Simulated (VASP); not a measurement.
Wanted: the native input for a VASP 6.6.1 run.

```
Task                   : relaxation of cell and atoms
Functional             : LDA
Potentials or basis    : VASP PAW LDA potentials, release 64 (Ti_sv, O)
Cutoff                 : 600 eV
k mesh                 : 7 × 5 × 3
Occupations            : fermi-dirac, width 0.05 eV
Spin                   : no spin polarisation
Further INCAR settings : ALGO = Normal; EDIFF = 1e-07; IBRION = 2; EDIFFG = -0.01; NSW = 60; ISIF = 3
```

The structure of TiO2 lies in POSCAR:

```
TiO2
1.0
    2.9682645463      0.0000000000      0.0000000000
    0.0002080834      4.7076067549      0.0000000000
    1.4835696211      0.2423534620      7.0834647979
Ti O
3 6
Direct
    0.0033718700      0.0003888100      0.0007031900
    0.3446402100      0.4802596500      0.3169598700
    0.6617081400      0.5204743600      0.6844963600
    0.4400381600      0.1854376900      0.1285388000
    0.7779263400      0.2977287500      0.4518780700
    0.1012362400      0.3089534200      0.8062432200
    0.9064972100      0.6918369900      0.1951715700
    0.2294071500      0.7030072800      0.5495147300
    0.5680256700      0.8153000600      0.8728271800
```

The cell comes from a database or a generator and needn't be the stable form of this composition.

The input as run:

INCAR

```
SYSTEM = TiO2
PREC = Accurate ; ENCUT = 600
EDIFF = 1E-7 ; ISMEAR = -1
SIGMA = 0.05 ; LREAL = .False.
LASPH = .True. ; NELM = 80
ALGO = Normal ; ISIF = 3
LWAVE = .False. ; LCHARG = .False.
GGA = CA ; IBRION = 2
NSW = 60 ; EDIFFG = -0.01
PSTRESS = 0
```

KPOINTS

```
regular mesh
0
Gamma
  7 5 3
  0 0 0
```

Potentials or basis: VASP PAW LDA potentials, release 64 (Ti_sv, O).

Launch:

```bash
$ cat potpaw_LDA.64/Ti_sv/POTCAR potpaw_LDA.64/O/POTCAR > POTCAR
$ mpirun -np 1 vasp_std > vasp.out
```

Results of the run:

The relaxed volume is 10.60 Å³/atom. The relaxed cell is a = 2.930 Å, b = 4.633 Å, c = 7.179 Å, α = 88.74°, β = 78.23°, γ = 90.00°, the space group after relaxing (to 0.05 Å) is C2/m (No. 12) and the energy gained by relaxing is 9.7 meV/atom. The ionic steps are 43, the pressure after relaxing is 0.0 GPa and the largest force after relaxing is 0.007 eV/Å. The band gap on the k mesh is 2.30 eV, indirect (least direct gap 2.31 eV).

Caveat: an odd mesh through Γ misses points on the zone boundary, where band edges often lie.

It took 63 min on 1 thread of Intel(R) Xeon(R) Platinum 8488C (Sapphire Rapids), with other jobs on the host, peak memory 0.37 GiB.
